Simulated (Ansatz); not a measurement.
GaSb: relaxation of cell and atoms with RPBE+D3(BJ)

GaSb:

```
Sb Ga
1.0
     0.00000    3.05900    3.05900
     3.05900    0.00000    3.05900
     3.05900    3.05900    0.00000
Sb Ga
1 1
Cartesian
  4.5885 4.5885 4.5885
  0.0000 0.0000 0.0000
```

```
Program             : Ansatz 0.2.0
Task                : relaxation of cell and atoms
Functional          : RPBE
Dispersion          : D3(BJ)
Potentials or basis : Ansatz PAW
Cutoff              : 420 eV (not typed: the program's choice for these potentials)
k mesh              : 8 × 8 × 8
Occupations         : fermi-dirac, width 0.05 eV
Spin                : no spin polarisation
```

```json
{"Relaxed volume": "25.67 Å³/atom", "Relaxed cell": "a = 4.172 Å, b = 4.172 Å, c = 4.172 Å, α = 60.00°, β = 60.00°, γ = 60.00°", "Space group after relaxing (to 0.05 Å)": "F-43m (No. 216)", "Energy gained by relaxing": "57.8 meV/atom", "Ionic steps": "5", "Pressure after relaxing": "0.0 GPa", "Band gap on the k mesh": "0.72 eV, indirect (least direct gap 0.94 eV)"}
```

The path:
```tsv
step	energy change (eV)	largest force (eV/Å)	volume (Å³)
1	0.0000	0.0000	57.25
2	-0.1011	0.0000	49.34
3	-0.1164	0.0000	51.72
4	-0.1172	0.0000	51.33
5	-0.1155	0.0000	51.33
```

Final structure:
```
Sb Ga
1.0
     0.00000    2.94978    2.94978
     2.94978    0.00000    2.94978
     2.94978    2.94978    0.00000
Sb Ga
1 1
Cartesian
  4.4247 4.4247 4.4247
  0.0000 0.0000 0.0000
```

Levels at points of the mesh, in eV from the valence-band top:
```
             k point  band 10  band 11  band 12  band 13  band 14  band 15  band 16  band 17  band 18
  (0.00, 0.00, 0.00)   -15.16   -12.26     0.00     0.00     0.00     0.94     2.76     2.76     2.76
 (0.00, 0.00, -0.50)   -15.16   -10.34    -6.91    -1.34    -1.34     0.72     3.77     3.77     6.52
(0.00, -0.50, -0.50)   -15.16    -9.35    -7.30    -2.97    -2.97     0.83     1.12     9.50     9.50
```

Run time: 16 s on 2 threads of Intel(R) Xeon(R) Processor @ 2.70GHz, with other jobs on the host, peak memory 0.4 GiB.

Caveat: the plane-wave basis is chosen anew once the cell has moved, so the energies of steps on either side of that aren't comparable; spin-orbit coupling is left out, which moves the levels of the heavy elements; the volume moved by -10 % from the deposited cell, more than functionals usually miss; the PAW data sets come from PBE, with cores solved anew for the run's functional, which leaves a small shift of forces and pressure. As with any semilocal functional, this RPBE gap is likely too small.
